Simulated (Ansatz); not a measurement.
## Si2W in Ansatz: the effect of functional

Si2W:

```
W Si
1.0
    -1.60690    1.60690    3.91495
     1.60690   -1.60690    3.91495
     1.60690    1.60690   -3.91495
W Si
1 2
Cartesian
  0.0000 0.0000 0.0000
  0.0000 0.0000 5.2092
  0.0000 0.0000 2.6207
```

Alike in all runs:

| Quantity | Value |
| --- | --- |
| Program | Ansatz 0.2.0 |
| Task | projected density of states |
| Potentials or basis | Ansatz PAW |
| k mesh | 7 × 7 × 7 |
| Occupations | fermi-dirac, width 0.05 eV |
| Spin | no spin polarisation |

```csv
functional,cutoff,pressure (GPa),largest force (eV/Å)
LDA,420 eV (not typed: the program's choice for these potentials),-5.8,0.09
PBE,420 eV (not typed: the program's choice for these potentials),3.3,0.04
PBEsol,420 eV (not typed: the program's choice for these potentials),-2.0,0.01
RPBE,420 eV (not typed: the program's choice for these potentials),6.1,0.08
revPBE,420 eV (not typed: the program's choice for these potentials),?,?
BLYP,420 eV (not typed: the program's choice for these potentials),12.2,0.03
r2SCAN,500 eV (not typed: the program's choice for these potentials),-1.2,0.06
HSE06,420 eV (not typed: the program's choice for these potentials),-2.3,0.11
PBE0,420 eV (not typed: the program's choice for these potentials),-2.6,0.12
r2SCAN0,500 eV (not typed: the program's choice for these potentials),-5.4,0.20
```

Problem. What does the run with functional revPBE give?

Solution. Pressure 5.3 GPa; largest force 0.07 eV/Å.

Caveats: all runs use coarse meshes; the PAW data sets come from PBE, with cores solved anew for the run's functional, which leaves a small shift of forces and pressure (some runs); the thresholds are loose for stress (some runs).
